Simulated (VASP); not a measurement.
# FeSi: relaxation of cell and atoms with LDA

Crystal: FeSi.

```
Fe Si
1.0
     4.55070    0.00000    0.00000
     0.00000    4.55070    0.00000
     0.00000    0.00000    4.55070
Fe Si
4 4
Direct
  0.86348 0.63652 0.36348
  0.63652 0.36348 0.86348
  0.36348 0.86348 0.63652
  0.13652 0.13652 0.13652
  0.15760 0.34240 0.65760
  0.34240 0.65760 0.15760
  0.65760 0.15760 0.34240
  0.84240 0.84240 0.84240
```

| Property | Result |
| --- | --- |
| Program | VASP 6.6.1 |
| Task | relaxation of cell and atoms |
| Functional | LDA |
| Potentials or basis | VASP PAW LDA potentials, release 64 (Fe, Si) |
| Cutoff | 600 eV |
| k mesh | 6 × 6 × 6 |
| Occupations | fermi-dirac, width 0.05 eV |
| Spin | collinear spin, ferromagnetic start |
| Starting moments | [3.0, 3.0, 3.0, 3.0, 0.0, 0.0, 0.0, 0.0] μB |
| Ladder | gaps |
| Further INCAR settings | ALGO = Normal; EDIFF = 1e-06; IBRION = 2; EDIFFG = -0.005; NSW = 40; ISIF = 3 |

```
Relaxed volume                                        : 10.45 Å³/atom
Relaxed cell                                          : a = 4.373 Å, b = 4.373 Å, c = 4.373 Å, α = 90.00°, β = 90.00°, γ = 90.00°
Space group after relaxing (to 0.05 Å)                : P2_13 (No. 198)
Energy gained by relaxing                             : 111.9 meV/atom
Ionic steps                                           : 15
Pressure after relaxing                               : 0.0 GPa
Largest force after relaxing                          : 0.005 eV/Å
Band gap on the k mesh                                : 0.14 eV, indirect (least direct gap 0.16 eV)
Net moment                                            : 0.00 μB per cell
Valence electrons inside the program's atomic spheres : Fe 7.82; Si 1.68
```

Forces on the atoms (eV/Å):
```
Fe  -0.003  0.003 -0.003
Fe   0.003 -0.003 -0.003
Fe  -0.003 -0.003  0.003
Fe   0.003  0.003  0.003
Si   0.002 -0.002  0.002
Si  -0.002  0.002  0.002
Si   0.002  0.002 -0.002
Si  -0.002 -0.002 -0.002
```

Step by step:
| step | energy change (eV) | largest force (eV/Å) | pressure (GPa) | volume (Å³) |
| --- | --- | --- | --- | --- |
| 1 | 0.0000 | 0.3366 | -24.12 | 94.24 |
| 2 | 0.9268 | 1.2157 | 56.20 | 72.06 |
| 3 | -0.8887 | 0.1540 | -1.21 | 84.12 |
| 4 | -0.8901 | 0.1729 | -0.25 | 83.82 |
| 5 | -0.8899 | 0.1858 | 0.31 | 83.62 |
| 6 | -0.8947 | 0.0731 | 0.44 | 83.55 |
| 7 | -0.8951 | 0.0410 | 0.44 | 83.52 |
| 8 | -0.8950 | 0.0078 | -0.71 | 83.85 |
| 9 | -0.8954 | 0.0245 | -0.18 | 83.68 |
| 10 | -0.8954 | 0.0258 | -0.09 | 83.67 |
| 11 | -0.8954 | 0.0252 | -0.09 | 83.68 |
| 12 | -0.8954 | 0.0248 | -0.11 | 83.68 |
| 13 | -0.8955 | 0.0077 | -0.02 | 83.64 |
| 14 | -0.8955 | 0.0055 | -0.02 | 83.62 |
| 15 | -0.8955 | 0.0049 | 0.01 | 83.62 |

Final structure:
```cif
data_structure
_symmetry_space_group_name_H-M 'P 1'
_symmetry_Int_Tables_number 1
_cell_length_a 4.3729
_cell_length_b 4.3729
_cell_length_c 4.3729
_cell_angle_alpha 90.000
_cell_angle_beta 90.000
_cell_angle_gamma 90.000
_cell_volume 83.62
loop_
_atom_site_label
_atom_site_type_symbol
_atom_site_fract_x
_atom_site_fract_y
_atom_site_fract_z
_atom_site_occupancy
Fe1 Fe 0.86262 0.63738 0.36262 1
Fe2 Fe 0.63738 0.36262 0.86262 1
Fe3 Fe 0.36262 0.86262 0.63738 1
Fe4 Fe 0.13738 0.13738 0.13738 1
Si1 Si 0.15889 0.34111 0.65889 1
Si2 Si 0.34111 0.65889 0.15889 1
Si3 Si 0.65889 0.15889 0.34111 1
Si4 Si 0.84111 0.84111 0.84111 1
```

Levels at points of the mesh, in eV from the valence-band top:
Spin up:
```tsv
k point	band 21	band 22	band 23	band 24	band 25	band 26	band 27	band 28
(0.00, 0.00, 0.00)	-0.28	-0.28	-0.04	-0.04	0.70	0.70	0.70	3.30
(0.50, 0.00, 0.00)	-0.40	-0.40	-0.01	-0.01	0.19	0.19	1.83	1.83
(0.50, 0.50, 0.00)	-1.08	-1.08	-0.38	-0.38	0.67	0.67	1.38	1.38
(0.50, 0.50, 0.50)	-0.70	-0.70	-0.70	-0.70	0.49	0.49	0.49	0.49
```
Spin down:
```tsv
k point	band 21	band 22	band 23	band 24	band 25	band 26	band 27	band 28
(0.00, 0.00, 0.00)	-0.28	-0.28	-0.04	-0.04	0.70	0.70	0.70	3.30
(0.50, 0.00, 0.00)	-0.40	-0.40	-0.01	-0.01	0.19	0.19	1.83	1.83
(0.50, 0.50, 0.00)	-1.08	-1.08	-0.38	-0.38	0.67	0.67	1.38	1.38
(0.50, 0.50, 0.50)	-0.70	-0.70	-0.70	-0.70	0.49	0.49	0.49	0.49
```

It took 3.6 min on 4 MPI ranks on Intel(R) Xeon(R) 6975P-C (Granite Rapids), with other jobs on the host, peak memory 0.28 GiB a rank.

Caveat: the starting moments collapsed, and a magnetic state may lie lower; the volume moved by -11 % from the deposited cell, more than functionals usually miss. A k mesh can miss the band edges.
